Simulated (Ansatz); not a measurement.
Here is an Ansatz 0.2.0 calculation.

input.yaml

```yaml
crystal:
  lattice:
    - [0.0, 2.7218511865, 2.7218511865]
    - [2.7218511865, 0.0, 2.7218511865]
    - [2.7218511865, 2.7218511865, 0.0]
  atoms:
    - { symbol: Si, position: [0.5, 0.5, 0.5] }
    - { symbol: Si, position: [0.75, 0.75, 0.75] }
kpoints:
  mp_grid: { grid: [6, 6, 6] }
scf:
  occupations: { method: fermi_dirac, width: 0.05 }
hamiltonian:
  xc: pbesol
  pseudopotentials: { kind: all_electron, lapw: { basis_error: 0.001 } }
output: {}
phonons:
  method: fd
  supercell: [1, 1, 1]
```

Potentials or basis: all-electron LAPW, scalar-relativistic.

Launch:

```bash
$ ansatz run input.yaml --threads 1 --pin off --max-ram 3072MiB --backend cpu --events-out ev --progress --plain --runs-dir out
```

Question: Estimate the highest phonon frequency at Γ.

Answer: 507 cm⁻¹.

Question: What does it give for the band gap on the k mesh?

Answer: 0.61 eV, indirect (least direct gap 2.52 eV).

Phonon frequencies in cm⁻¹ (negative: imaginary):
```tsv
q point	frequencies
(0.000, 0.000, 0.000)	0 0 0 507 507 507
```

A k mesh can miss the band edges. Expect the measured gap to be larger: semilocal functionals such as PBEsol lack the derivative discontinuity.
